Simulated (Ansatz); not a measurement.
Set up this calculation in Ansatz 0.2.0, as the native input.

```
Task                : band structure
Functional          : PBEsol
Potentials or basis : all-electron LAPW, non-relativistic
Cutoff              : 71 eV (chosen from the basis error)
Basis error allowed : 0.001 eV/atom
k mesh              : 8 × 8 × 5
Occupations         : fermi-dirac, width 0.05 eV
Spin                : no spin polarisation
```

The system is Na.

```xyz
2
Lattice="3.7670 0.0000 0.0000 -1.8835 3.2623 0.0000 0.0000 0.0000 6.1540" Properties=species:S:1:pos:R:3 pbc="T T T"
Na    1.8835    1.0874    4.6155
Na    0.0000    2.1749    1.5385
```

This isn't the form of Na at room conditions, which is bcc.

These files were run (other wordings do the same):

input.yaml

```yaml
crystal:
  lattice:
    - [3.767, 0.0, 0.0]
    - [-1.8835, 3.2623176961, 0.0]
    - [0.0, 0.0, 6.154]
  atoms:
    - { symbol: Na, position: [0.6666666667, 0.3333333333, 0.75] }
    - { symbol: Na, position: [0.3333333333, 0.6666666667, 0.25] }
kpoints:
  mp_grid: { grid: [8, 8, 5] }
  band_path:
    path:
      - [0.0, 0.0, 0.0]
      - [0.5, 0.0, 0.0]
      - [0.3333333333, 0.3333333333, 0.0]
      - [0.0, 0.0, 0.0]
      - [0.0, 0.0, 0.5]
      - [0.5, 0.0, 0.5]
      - [0.3333333333, 0.3333333333, 0.5]
      - [0.0, 0.0, 0.5]
    npoints: 10
scf:
  occupations: { method: fermi_dirac, width: 0.05 }
hamiltonian:
  xc: pbesol
  pseudopotentials:
    kind: all_electron
    lapw: { basis_error: 0.001 }
    relativity: none
output:
  forces: true
  stress: true
  eigenvalues: true
```

Potentials or basis: all-electron LAPW, non-relativistic.

Command:

```console
$ ansatz run input.yaml --threads 1 --pin off --max-ram 3072MiB --backend cpu --events-out ev --progress --plain --runs-dir out
```

It gave:

| Property | Result |
| --- | --- |
| Pressure | -0.3 GPa |
| Band gap along the path | none (metal or under the smearing width) |

It took 3.3 s on 1 thread of Arm Neoverse V1, on a shared host, peak memory 0.2 GiB.
